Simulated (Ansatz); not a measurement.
How AlGa₃N₄ stores the work of compression

Computed with DFT r2SCAN, scalar-relativistic, plane waves, PAW (Ansatz). (500 eV cutoff, 6×6×6 k-mesh, Gaussian smearing of 0.02 eV, no spin polarisation)

Reference structure (relaxed):

```
CELL_PARAMETERS angstrom
4.46534 0.00000 0.00000
0.00000 4.46534 0.00000
0.00000 0.00000 4.46534
ATOMIC_POSITIONS crystal
Al 0.00000 0.00000 0.00000
Ga 0.50000 0.50000 0.00000
Ga 0.50000 0.00000 0.50000
Ga 0.00000 0.50000 0.50000
N 0.75535 0.75535 0.24465
N 0.75535 0.24465 0.75535
N 0.24465 0.75535 0.75535
N 0.24465 0.24465 0.24465
```

Cell and atoms were relaxed at each target pressure within the start's symmetry (P-43m), at zero temperature; other phases can be more stable under pressure. H = E + PV with P the target; E is the free energy at the smearing used, whose derivative the pressure is, per atom and counted from zero pressure.

```csv
P (GPa),V (Å³/atom),E − E0 (meV),H − H0 (meV)
0,11.129,0.0,0.0
1,11.075,0.2,69.3
4,10.917,2.6,275.2
12,10.546,21.0,810.9
25,10.059,76.6,1646.2
```

Q: Thermodynamics gives dH/dP = V along a relaxed path. Integrate V over P by the trapezoid rule and compare with the computed enthalpies.

A: With 1 eV/Å³ = 160.22 GPa, each step adds the mean volume times ΔP / 160.22:
```json
{"P (GPa)": "1", "∫V dP (meV)": "69.3", "H − H0 (meV)": "69.3", "difference (meV)": "0.0"}
{"P (GPa)": "4", "∫V dP (meV)": "275.2", "H − H0 (meV)": "275.2", "difference (meV)": "0.0"}
{"P (GPa)": "12", "∫V dP (meV)": "811.0", "H − H0 (meV)": "810.9", "difference (meV)": "0.1"}
{"P (GPa)": "25", "∫V dP (meV)": "1647.0", "H − H0 (meV)": "1646.2", "difference (meV)": "0.8"}
```

V(P) curves upward, so the trapezoid rule runs high; integrating a smooth curve through the same points (P as a polynomial of degree 4 in ln V) puts that excess at about 1.0 meV at 25 GPa, against the 0.8 meV found.

Q: At 25 GPa, how much of the enthalpy change is stored energy and how much is the PV term?

A: E rises by 77 meV/atom and PV is 25 × 10.059 / 160.22 = 1570 meV/atom, so PV makes 95 % of ΔH. So between rival structures at high pressure a small difference in volume can outweigh the difference in energy: 1 % of this volume is worth 15.7 meV/atom at this pressure.

Q: What bulk modulus do the lowest pressures give?

A: From the pressures that the runs reached, -1.00 GPa (11.186 Å³) and 1.00 GPa (11.075 Å³), B = −ΔP/Δln V = 2.00 / 0.0100 = 200 GPa, a mean over that range.

Q: The gap is 2.780 eV at -1.00 GPa and 2.853 eV at 1.00 GPa. What pressure coefficient and volume deformation potential follow?

A: dE_g/dP = 36.5 meV/GPa, and a_V = dE_g/d ln V = −B dE_g/dP = -7.32 eV. A gap that opens under pressure, with a_V of several eV below zero, is what an s-like antibonding conduction edge gives, since compression pushes it up. If the edges move to other points of the zone within the range, this is a mean of two slopes. Gaps are generalised Kohn–Sham gaps over the whole zone.